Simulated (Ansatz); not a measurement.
## AlN from a semilocal functional to hybrids

Space group P6_3mc (No. 186). a = 3.111 Å, b = 3.111 Å, c = 4.979 Å, α = 90.00°, β = 90.00°, γ = 120.00°
```
atom  site  symmetry       x       y       z
  Al    2b       3m.  0.3333  0.6667  0.0016
   N    2b       3m.  0.3333  0.6667  0.3834
```

All runs: Ansatz, plane waves and PAW, scalar-relativistic (no spin–orbit coupling), 6×6×4 k-mesh, Gaussian smearing of 0.05 eV, no spin polarisation. Semilocal reference PBE: gap 4.20 eV, pressure 4.1 GPa. The hybrids carry no U.

Problem. How do gap and pressure depend on the exact exchange?

Solution. 
```
                                                    functional      gap  pressure (GPa)  cutoff (eV)  core-seconds
      HSE06-type hybrid with an exact-exchange fraction of 0.2  5.29 eV            -0.2          420            26
                                                       r2SCANh  5.58 eV            -1.9          500            41
PBE0-type hybrid with an exact-exchange fraction taken as 1/ε∞  6.05 eV            -0.7          420            50
     HSE06-type hybrid with an exact-exchange fraction of 0.35  6.13 eV            -3.2          420            29
                                                     PBE0 + D4  6.29 eV            -5.7          420            26
                                                          HISS  6.58 eV            -4.1          420            37
       PBE0-type hybrid with an exact-exchange fraction of 0.5  8.48 eV            -6.3          420            32
```

In the PBE0 form the gap grows almost linearly with the exact-exchange fraction, by 0.86 eV for each tenth. The dielectric-dependent PBE0 form takes the fraction 0.222 = 1/ε∞, that is ε∞ = 4.5. On shared hosts the hybrid runs at the reference's cutoff took roughly 19 to 36 times the core time of the semilocal one on the same mesh, with some more bands. Measured gap: 6.13 eV (direct; 300 K; a printed reference work (textbook)); 6.20 eV (300 K; a printed reference work (textbook)).

Caveats: core times come from shared hosts and scatter; gaps are read on a coarse mesh; stress loosely converged.
